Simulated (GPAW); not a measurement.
Ti:

```
CELL_PARAMETERS angstrom
-1.64100 1.64100 1.64100
1.64100 -1.64100 1.64100
1.64100 1.64100 -1.64100
ATOMIC_POSITIONS crystal
Ti 0.00000 0.00000 0.00000
```

This isn't the form of Ti at room conditions, which is hcp.

* Program: GPAW 26.7.0
* Task: relaxation of cell and atoms
* Functional: PBE
* Dispersion: D4
* Potentials or basis: GPAW PAW data sets (gpaw-data 1.2.1)
* Cutoff: 600 eV
* Basis: pw
* k mesh: 11 × 11 × 11
* Occupations: fermi-dirac, width 0.05 eV
* Spin: no spin polarisation

At the start: pressure -4.8 GPa; volume 17.68 Å³/atom.

Q: Where does the relaxation end?

A: Over 3 steps the energy falls by 8.9 meV/atom and the volume is 16.84 Å³/atom (-4.7 %); space group Im-3m (No. 229, to 0.05 Å).

The path:
```csv
step,energy change (eV),largest force (eV/Å),pressure (GPa),volume (Å³)
1,0.0000,0.0000,-4.82,17.68
2,-0.0072,0.0000,-2.60,17.28
3,-0.0089,0.0000,0.10,16.84
```

Final structure:
```cif
data_structure
_symmetry_space_group_name_H-M 'P 1'
_symmetry_Int_Tables_number 1
_cell_length_a 2.7969
_cell_length_b 2.7969
_cell_length_c 2.7969
_cell_angle_alpha 109.471
_cell_angle_beta 109.471
_cell_angle_gamma 109.471
_cell_volume 16.84
loop_
_atom_site_label
_atom_site_type_symbol
_atom_site_fract_x
_atom_site_fract_y
_atom_site_fract_z
_atom_site_occupancy
Ti1 Ti 0.00000 0.00000 0.00000 1
```

Caveat: later steps reuse the first step's grids; pairwise dispersion overbinds metals, which lowers pressure and volume.
